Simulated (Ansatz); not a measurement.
## Thickness series in Li2O

The reference is Li$_{2}$O in the anti-fluorite structure (space group Fm-3m, No. 225).

```
CELL_PARAMETERS angstrom
      0.00000     2.28637     2.28637
      2.28637     0.00000     2.28637
      2.28637     2.28637     0.00000
ATOMIC_POSITIONS crystal
  O  0.00000 0.00000 0.00000
  Li 0.25000 0.25000 0.25000
  Li 0.75000 0.75000 0.75000
```

Cartesian axes are those of the cell as printed.

Free-standing slabs (3 atom(s) a layer) normal to [111] with 15 Å of vacuum; in-plane cell held at bulk.

Calculations: r2SCAN, PAW, 500 eV (Ansatz, a program for electronic structure; no spin-orbit coupling).

| case | shortest interatomic distance | band gap | change of the spacing d23 from its bulk value of 0.660 Å | thickness between the outermost nuclei |
|---|---|---|---|---|
| base | 1.980 Å | 5.77 eV | – | – |
| 1 layer | 1.970 Å | 3.07 eV | – | 1.26 Å |
| 2 layers | 1.968 Å | ? | +0.7 % | 3.90 Å |
| 3 layers | 1.968 Å | 3.42 eV | +0.7 % | 6.54 Å |
| 4 layers | 1.968 Å | 3.44 eV | +0.8 % | 9.18 Å |
| 5 layers | 1.968 Å | 3.45 eV | +0.8 % | 11.82 Å |
| 6 layers | 1.968 Å | 3.45 eV | +0.8 % | 14.46 Å |

Complete the table.


- 2 layers, band gap: 3.35 eV

No phonon test of stability was made.
